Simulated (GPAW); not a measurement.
PtSe in GPAW: the effect of functional

Crystal: PtSe.

```
Pt Se
1.0
     0.00000    3.03745    3.03745
     3.03745    0.00000    3.03745
     3.03745    3.03745    0.00000
Pt Se
1 1
Direct
  0.00000 0.00000 0.00000
  0.25000 0.25000 0.25000
```

The cell comes from a database or a generator and needn't be the stable form of this composition.

Alike in all runs:

| Property | Result |
| --- | --- |
| Program | GPAW 26.7.0 |
| Task | elastic constants |
| Cutoff | 600 eV |
| Basis | pw |
| k mesh | 6 × 6 × 6 |
| Occupations | fermi-dirac, width 0.05 eV |
| Spin | no spin polarisation |

Each run relaxes the cell or the atoms first.

```csv
functional,potentials or basis,relaxed volume (Å³/atom)
LDA,the program's PAW data sets (release 1.2.1) made for this functional,21.60
PBEsol,PAW data sets generated in the run's folder for this functional,22.13
PBE,GPAW PAW data sets (gpaw-data 1.2.1),23.16
r2SCAN,GPAW PAW data sets (gpaw-data 1.2.1),?
```

Task: What does the run with functional r2SCAN give?

Result: Relaxed volume 22.47 Å³/atom.

Caveats: the density grid can change from cell to cell, which puts small steps into energies and stress; the volume moved by over 15 % at a fixed basis, so the end points are rough; elastic constants of metals need much finer meshes, so these are rough (some runs); the elastic tensor has a negative eigenvalue, so either the cell is unstable as it stands or the mesh is too thin (some runs); the PAW data sets were made with another functional, which shifts forces and pressure a little (some runs).
